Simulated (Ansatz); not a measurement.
# Na: stress in a strained cell

Aim: deform Na (equal xx and yy strain of +3 %) and compute stress, forces and field gradients with LAPW, PAW and all-electron datasets made for the crystal.

Computed with Ansatz 0.2.0 (DFT PBE, scalar-relativistic, unless a step's input says otherwise).

**1. The system as given**

The structure is cubic, space group Im-3m (No. 229). Conventional cell: a = 4.235 Å, b = 4.235 Å, c = 4.235 Å, α = 90.00°, β = 90.00°, γ = 90.00°. Na (site symmetry m-3m) has 8 Na at 3.67 Å as nearest neighbours.

Coordinates:

```cif
data_structure
_symmetry_space_group_name_H-M 'P 1'
_symmetry_Int_Tables_number 1
_cell_length_a 3.6676
_cell_length_b 3.6676
_cell_length_c 3.6676
_cell_angle_alpha 109.471
_cell_angle_beta 109.471
_cell_angle_gamma 109.471
_cell_volume 37.98
loop_
_atom_site_label
_atom_site_type_symbol
_atom_site_fract_x
_atom_site_fract_y
_atom_site_fract_z
_atom_site_occupancy
Na1 Na 0.00000 0.00000 0.00000 1
```

**2. The deformed structure**

Space group Im-3m before, I4/mmm after.

**3. All-electron LAPW**

The input, input.yaml:

```yaml
crystal:
  lattice:
    - [-2.181025, 2.181025, 2.1175]
    - [2.181025, -2.181025, 2.1175]
    - [2.181025, 2.181025, -2.1175]
  atoms:
    - { symbol: Na, position: [0.0, 0.0, 0.0] }
kpoints:
  mp_grid: { grid: [12, 12, 12] }
  band_path:
    path:
      - [0.0, 0.0, 0.0]
      - [0.0, 0.0, 0.5]
      - [-0.5, 0.5, 0.5]
      - [0.0, 0.0, 0.0]
      - [0.4856489773, 0.4856489773, -0.4856489773]
      - [-0.4856489773, 0.5143510227, 0.4856489773]
      - [-0.5, 0.5, 0.5]
      - [0.0, 0.0, 0.5]
      - [0.25, 0.25, 0.25]
    npoints: 5
scf:
  occupations: { method: fermi_dirac, width: 0.05 }
hamiltonian:
  xc: pbe
  pseudopotentials: { kind: all_electron, lapw: { basis_error: 0.00025 } }
output:
  forces: true
  stress: true
  eigenvalues: true
```

The run is started by

```bash
$ ansatz run input.yaml --threads 1 --pin off --max-ram 3072MiB --backend cpu --events-out ev --progress --plain --runs-dir out
```

**4. PAW on the default files**

The input, input.yaml:

```yaml
crystal:
  lattice:
    - [-2.181025, 2.181025, 2.1175]
    - [2.181025, -2.181025, 2.1175]
    - [2.181025, 2.181025, -2.1175]
  atoms:
    - { symbol: Na, position: [0.0, 0.0, 0.0] }
kpoints:
  mp_grid: { grid: [12, 12, 12] }
scf:
  occupations: { method: fermi_dirac, width: 0.05 }
hamiltonian:
  xc: pbe
  pseudopotentials: { kind: paw }
output:
  forces: true
  stress: true
  eigenvalues: true
  efg: { contact_densities: true }
```

**5. Datasets made for this crystal**

Changes to input.yaml since step 4:

```diff
@@ -13,3 +13,3 @@
   xc: pbe
-  pseudopotentials: { kind: paw }
+  pseudopotentials: { kind: all_electron, datasets: crystal }
 output:
```

(Steps that only read results are left out.)

Q: Predict the outcome of this session. Wanted: pressure; largest shear or deviatoric stress.

The runs gave:

```
                                 quantity                                              value
                                 pressure  LAPW -0.56, PAW -0.57, crystal datasets -0.56 GPa
largest shear or deviatoric stress (LAPW)                                           0.05 GPa
```

In words: The largest part of the stress beyond the pressure is 0.05 GPa in size, in the zz component. No run of the undeformed cell stands beside it, so the pressure holds what the given cell had before the change. PAW: stress within 0.01 GPa of LAPW. Crystal datasets: stress within 0.01 GPa of LAPW.
